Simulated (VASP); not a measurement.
# A VASP 6.6.1 single-point calculation on BN

INCAR

```
LREAL = .FALSE.
EDIFF = 1E-7
SIGMA = 0.02
LCHARG = .FALSE.
ENCUT = 45
IBRION = -1
NELM = 93
GGA = PE
ISMEAR = -1
LASPH = .TRUE.
PREC = Accurate
NSW = 0
NBANDS = 11
LWAVE = .FALSE.
ISIF = 2
```

KPOINTS

```
KPOINTS created by Atomic Simulation Environment
0
Gamma
12 12 12
0 0 0
```

POSCAR

```
B  N
 1.0000000000000000
     0.0349165187000000    1.7807424537000001    1.7807424537000001
     1.7807424537000001    0.0349165187000000    1.7807424537000001
     1.7807424537000001    1.7807424537000001    0.0349165187000000
 B   N
   1   1
Cartesian
  0.0000000000000000  0.0000000000000000  0.0000000000000000
  1.7982007130500000  1.7982007130500000  1.7982007130500000
```

The recommended PBE PAW datasets give the neutral cell 8 valence electrons.

Command

```
mpirun -np 1 vasp_std
```

OSZICAR

```
N       E                     dE             d eps       ncg     rms          rms(c)
```

Standard output (part)

```
POSCAR found type information on POSCAR B N
 POSCAR found :  2 types and       2 ions
 LDA part: xc-table for (Slater+PW92), standard interpolation
 POSCAR, INCAR and KPOINTS ok, starting setup
 WAVECAR not read
 entering main loop
|     EEEEEEE  RRRRRR   RRRRRR   OOOOOOO  RRRRRR      ###     ###     ###     |
|     E        R     R  R     R  O     O  R     R     ###     ###     ###     |
|     E        R     R  R     R  O     O  R     R     ###     ###     ###     |
|     EEEEE    RRRRRR   RRRRRR   O     O  RRRRRR       #       #       #      |
|     E        R    R   R    R   O     O  R    R      ###     ###     ###     |
|     EEEEEEE  R     R  R     R  OOOOOOO  R     R     ###     ###     ###     |
|     EDDAV: Call to ZHEGV failed. Returncode = 10 2 16                       |
|       ---->  I REFUSE TO CONTINUE WITH THIS SICK JOB ... BYE!!! <----       |
```

VASP stopped with an error.

**Question.** Why shouldn't this run be trusted?

**Answer.** Cutoff far too low. VASP stopped with an error.
